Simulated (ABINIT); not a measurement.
Runs of ABINIT 10.8.3 (patched build) on ZrB2. The structure is hexagonal, space group P6/mmm (No. 191). The conventional cell has a = 3.170 Å, b = 3.170 Å, c = 3.533 Å, α = 90.00°, β = 90.00°, γ = 120.00°. Zr (site symmetry 6/mmm) is surrounded by 12 B at 2.54 Å. B (site symmetry -6m2) is surrounded by 3 B at 1.83 Å. 

```csv
task,level,potentials or basis,spin,gap on the mesh (eV),pressure (GPa)
band structure,PBEsol,JTH PAW PBE v2.0,off,none,(a)
band structure,LDA,JTH PAW LDA v2.0,off,none,-9.0
band structure,RPBE,JTH PAW PBE v2.0,off,none,4.1
band structure,WC,JTH PAW PBE v2.0,"SOC, no magnetisation",none,-3.5
```

Alike in all rows: cell as given; k mesh 10 × 10 × 8; cutoff (eV) 463; smearing fermi-dirac 0.05 eV.

Q: Fill in the values left out.

A: (a) -4.1.

Caveats: the PAW data sets were made with another functional, which shifts forces and pressure a little (some runs).

A k mesh can miss the band edges, and rows without SOC leave out spin-orbit coupling on Zr.

A gap of «none» marks a metal or a gap under the smearing width.

Runs at the PBE level aren't shown here.
